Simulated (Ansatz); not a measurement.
# Si (I4_1/amd) in Ansatz: notebook, part 2 of 2

Ansatz 0.2.0.

**3. Single point, PBE**

The input, input.yaml:

```yaml
crystal:
  lattice:
    - [-2.3713723045, 2.3713723045, 1.3292653899]
    - [2.3713723045, -2.3713723045, 1.3292653899]
    - [2.3713723045, 2.3713723045, -1.3292653899]
  atoms:
    - { symbol: Si, position: [0.5, 0.5, 0.0] }
    - { symbol: Si, position: [0.25, 0.75, 0.5] }
hamiltonian:
  xc: pbe
  pseudopotentials: { kind: paw }
kpoints:
  mp_grid: { grid: [11, 11, 11] }
scf:
  occupations: { method: gaussian, width: 0.012 }
output:
  forces: true
  stress: true
  eigenvalues: true
```

Potentials or basis: Ansatz PAW.

Started as:

```bash
> ansatz run input.yaml --threads 2 --pin off --max-ram 5632MiB --backend cpu --events-out ev --progress --plain --runs-dir out
```

Run time: 0.37 s. Hardware: 2 threads of AMD EPYC 9R45 (Zen 5), shared host; peak memory 0.37 GiB.

Results (log left out):

- Free energy: -1271.0209 eV
- Pressure: 3.2 GPa
- Band gap on the k mesh: none (metal or under the smearing width)

Stress tensor (GPa, compression positive):
```
3.71 0.00 0.00
0.00 3.71 0.00
0.00 0.00 2.26
```

Levels at points of the mesh, in eV from the Fermi level:
```
           k point  band 1  band 2  band 3  band 4  band 5  band 6  band 7  band 8
(0.00, 0.00, 0.00)  -13.92   -2.46   -2.46   -1.76    1.54    7.50    9.12    9.13
```

**4. Single point, PBE**

input.yaml, as its differences from that of step 3:

```diff
@@ -14,3 +14,3 @@
 scf:
-  occupations: { method: gaussian, width: 0.012 }
+  occupations: { method: gaussian, width: 0.013 }
 output:
```

Potentials or basis: Ansatz PAW.

Started as:

```bash
> ansatz run input.yaml --threads 2 --pin off --max-ram 5632MiB --backend cpu --events-out ev --progress --plain --runs-dir out
```

What it wrote:

```text
Warning: RAYON_NUM_THREADS=2 ignored (pool sized by the plan → 2); use --threads N
Engine: ansatz 0.2.0, x86_64-unknown-linux-gnu
Pseudopotentials: kind: paw
Pseudopotential: Si, paw, valence charge 4, recommended cutoff 420 eV (normal), Si.paw.azcp
Functional definition: PBE
  parameter kappa = 0.804
  parameter beta = 0.06672455060314922
  exchange = pbe_x(kappa = kappa, mu = beta*pi^2/3)
  correlation = pbe_c(beta = beta)
Crystal: 2 atoms, lattice volume = 29.900 Å³
Basis set: ecut = 420 eV, 581 PW (Γ), exchange–correlation on 50×50×50 points (8 copies of the dense FFT grid, shifted against one another)
Bands: 8, of which v1, the nominal top of the filled ones, is band 4 counted from 1 (3 counted from 0)
Symmetry: 16 space group operations
Space group: I41/amd (ITA 141), of the structure as read, at distance tolerance 3.1e-5 Å
k-points: 126 of 1331
Non-local potential: Si, projectors of the file, l = 0: 2, l = 1: 2, l = 2: 2
PAW form: soft (Blöchl's): semilocal exchange-correlation on the pseudo side does not see the compensation charge
PAW one-centre angular grid: Si, 110 points (default); XC on 64 Gauss nodes
Initial density: superposition of atomic densities (neutral atoms: chi_scale 0, normalization atom), corrected by the library's trained network
Initial wavefunctions: pseudopotential atomic-orbital guess
Functional: x = pbe(κ = 0.804, μ = 0.2195149727645171), c = pbe(β = 0.06672455060314922)
SCF iter   1: F=—  HF=-1271.020661 eV  |F-HF|=—  |Δ(HF+E_count)|=         —  Δρ=1.55e-3  dr2=2.46e-4  ethr=1.77e-3  ⟨swp⟩=5.7  Hψ=8500  notcnv=0
preconditioner: auto → none  [metal: Δε(μ)=0.015 eV  Ē_g=10.222 eV  σ=0.013 eV  W_gap=0.46  n_scr=4 (ndim 8)  ℏωp=19.2 eV  f_vac=0.000  D(μ)=1.86/eV (n_scr^D=16)  sad-step TF]
SCF iter   2: F=—  HF=-1271.020862 eV  |F-HF|=—  |Δ(HF+E_count)|=   2.01e-4  Δρ=8.99e-4  dr2=8.19e-5  ethr=3.07e-6  ⟨swp⟩=2.2  Hψ=2581  notcnv=0  defer=3
SCF iter   3: F=—  HF=-1271.020961 eV  |F-HF|=—  |Δ(HF+E_count)|=   9.87e-5  Δρ=7.73e-5  dr2=1.45e-6  ethr=1.02e-6  ⟨swp⟩=2.0  Hψ=1481  notcnv=0  defer=3
SCF iter   4: F=—  HF=-1271.020961 eV  |F-HF|=—  |Δ(HF+E_count)|=   1.72e-7  Δρ=2.54e-5  dr2=1.42e-7  ethr=1.81e-8  ⟨swp⟩=1.0  Hψ=976  notcnv=0  defer=3
iter 5 did not close the SCF: its close was put off for the readings that it lacked (scf_convergence_deferred on its scf_iter line)
SCF iter   5: F=-1271.020961 eV  HF=-1271.020961 eV  |F-HF|=4.70e-10  |Δ(HF+E_count)|=   1.78e-8  Δρ=2.04e-6  dr2=1.14e-9  ethr=1.77e-9  ⟨swp⟩=2.0  Hψ=1478  notcnv=0  defer=3
SCF iter   6: F=-1271.020961 eV  HF=-1271.020961 eV  |F-HF|=1.23e-11  |Δ(HF+E_count)|=  3.65e-10  Δρ=3.35e-7  dr2=2.84e-11  ethr=1.42e-11  ⟨swp⟩=1.5  Hψ=3400  notcnv=0
SCF 1 converged in 6 iterations: F = -1271.020961 eV  dr2 = 2.84e-11
SCF converged after 6 iterations
Free energy (F): -1271.020961 eV
Harris-Foulkes:  -1271.020961 eV  (|F-HF|=1.23e-11)
Internal energy: -1271.020803 eV  (E = F + TS)
E sigma→0 (E₀):  -1271.020882 eV
Entropy (-TS):   -0.000158 eV (-0.079 meV/atom)
Fermi energy:    9.954035 eV
--- Per-component energies (eV) ---
  E_band       = 35.462305
  E_kinetic    = 82.711774
  E_local      = -3.123381  (includes V_loc(G=0)·N_el)
  E_nonlocal   = 51.203370
  E_hartree    = 2.316812
  E_xc         = -111.911596
  E_vxc        = -95.573965  (∫ρ·V_xc dr)
  E_paw        = -1024.945063  (= ΣΔE_a)
  E_vpaw       = -4.389135  (= ΣTr[D̂ρ^β])
  E_aug_tail   = 0.000013  (compensation charges beyond the density's cutoff)
  E_ewald      = -267.272733
  E_smearing   = -0.000158  (= −TS)
  E_closure    = 0.000000  (closes the sum)
  Σ components = -1271.020961   (vs F -1271.020961, Δ=0.00e0)
--- Forces (eV/Å), atoms counted from 1 ---
  atom   1  Si     0.00000000     0.00000000     0.00000000
  atom   2  Si     0.00000000    -0.00000000     0.00000000
  max |Σ_I F_I| component: 1.39e-17 eV/Å
--- Stress (GPa, compression-positive) ---
        3.713138      -0.000000      -0.000000
       -0.000000       3.713138       0.000000
       -0.000000      -0.000000       2.258997
  P = ⅓ Tr σ = 3.2284 GPa (32.284 kbar)
--- Band table (eV; the first three rows and the last of 126) ---
  k-point 0: bands = ["-3.9702", "7.4895", "7.4895", "8.1964", "11.4892", "17.4577", "19.0707", "19.0792"]
  k-point 1: bands = ["-3.8645", "6.0644", "7.5847", "9.1708", "12.2044", "16.4490", "18.4332", "18.9437"]
  k-point 2: bands = ["-3.5478", "4.2982", "7.8700", "9.8928", "14.0259", "14.9232", "17.1687", "18.6558"]
  k-point 125: bands = ["1.0964", "1.7287", "3.1193", "3.7441", "15.4800", "15.4967", "22.4913", "22.9968"]
```

Wall time 0.37 s (2 threads of AMD EPYC 9R45 (Zen 5), shared host); peak memory 0.38 GiB.

Results:

| Property | Result |
| --- | --- |
| Free energy | -1271.0210 eV |
| Pressure | 3.2 GPa |
| Band gap on the k mesh | none (metal or under the smearing width) |

**5. Overview**

```csv
task,level,cell,smearing,gap on the mesh (eV),pressure (GPa)
relaxation of cell and atoms,BLYP,relaxed,fermi-dirac 0.05 eV,none,0.0
single point,PBE,as given,gaussian 0.012 eV,none,3.2
single point,PBE,as given,gaussian 0.013 eV,none,3.2
```

Alike in all rows: potentials or basis Ansatz PAW; no spin polarisation; k mesh 11 × 11 × 11; cutoff (eV) 420.

Caveats: the plane-wave basis is chosen anew once the cell has moved, so the energies of steps on either side of that aren't comparable (some runs); the PAW data sets come from PBE, with cores solved anew for the run's functional, which leaves a small shift of forces and pressure (some runs).

Absolute energies hang on the potentials; compare differences alone.
